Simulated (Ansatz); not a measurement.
**Pt: a trial structure relaxed**

Where does Pt go from the start given, N type (P2_13, No. 198)?

Program: Ansatz 0.2.0. Level of theory: DFT PBE, scalar-relativistic, plane waves, PAW. These are calculated values, not measurements.

### 1 The starting structure

The structure is cubic, space group P2_13 (No. 198). Conventional cell: a = 4.189 Å, b = 4.189 Å, c = 4.189 Å, α = 90.00°, β = 90.00°, γ = 90.00°. Around Pt (site symmetry 3) lie 12 Pt at 2.80 to 3.15 Å.

Structure file:

```
CELL_PARAMETERS angstrom
4.18885 0.00000 0.00000
0.00000 4.18885 0.00000
0.00000 0.00000 4.18885
ATOMIC_POSITIONS crystal
Pt 0.03000 0.03000 0.03000
Pt 0.47000 0.97000 0.53000
Pt 0.53000 0.47000 0.97000
Pt 0.97000 0.53000 0.47000
```

(A quick probe on a coarse mesh, which set the mesh and smearing, is not shown.)

### 3 Rough relaxation on the coarse mesh

Input file input.yaml:

```yaml
crystal:
  lattice:
    - [4.1888488775, 0.0, 0.0]
    - [0.0, 4.1888488775, 0.0]
    - [0.0, 0.0, 4.1888488775]
  atoms:
    - { symbol: Pt, position: [0.03, 0.03, 0.03] }
    - { symbol: Pt, position: [0.47, 0.97, 0.53] }
    - { symbol: Pt, position: [0.53, 0.47, 0.97] }
    - { symbol: Pt, position: [0.97, 0.53, 0.47] }
basis:
  ecutwfc: 420
kpoints:
  mp_grid: { grid: [4, 4, 4] }
hamiltonian:
  xc: pbe
scf:
  occupations: { method: gaussian, width: 0.1 }
  lower_state_search: "off"
output:
  forces: true
  stress: true
  eigenvalues: true
relax:
  adjacent_minimum: "off"
  f_tol: 0.04
  max_steps: 70
  cell: { stress_tol: 0.4 }
```

Further runs follow: full relaxation.

Before running it: what results should come out?

The runs gave:

```
           quantity                                                                      value
cell (conventional)  a = 3.970 Å, b = 3.970 Å, c = 3.970 Å, α = 90.00°, β = 90.00°, γ = 90.00°
        space group                                                            Fm-3m (No. 225)
             volume                                                              15.64 Å³/atom
    gap on the mesh                                                               none (metal)
```

What this shows: The structure ended in another space group than at the start: P2_13 to Fm-3m. The runs treat Pt without spin-orbit coupling.
